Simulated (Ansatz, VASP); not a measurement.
**Cu2O in VASP and in Ansatz**

```
Cu O
1.0
     4.22235    0.00000    0.00000
     0.00000    4.22235    0.00000
     0.00000    0.00000    4.22235
Cu O
4 2
Direct
  0.25000 0.25000 0.25000
  0.25000 0.75000 0.75000
  0.75000 0.75000 0.25000
  0.75000 0.25000 0.75000
  0.00000 0.00000 0.00000
  0.50000 0.50000 0.50000
```

Alike in both runs: task single point; functional PBEsol; k mesh 8 × 8 × 8; occupations gaussian, width 0.05 eV; no spin polarisation.

|  | VASP | Ansatz |
| --- | --- | --- |
| version | VASP 6.6.1 | Ansatz 0.2.0 |
| potentials or method | VASP PAW PBE potentials, release 64 (Cu, O) | scalar-relativistic, plane waves, PAW |
| plane-wave cutoff (eV) | 520 | 420 |
| valence electrons in the cell | 56 | 88 |

```tsv
	VASP	Ansatz	Ansatz less VASP
gap on the k mesh at the Fermi level (eV)	0.57	0.56	-0.006
least direct gap on the mesh (eV)	0.57	0.56	-0.006
pressure (GPa)	0.9	0.0	-0.87
```

The two sets of potentials don't hold the same shells in valence.

Caveats: the PAW data sets were made with another functional, which shifts forces and pressure a little (VASP). A k mesh can miss the band edges.
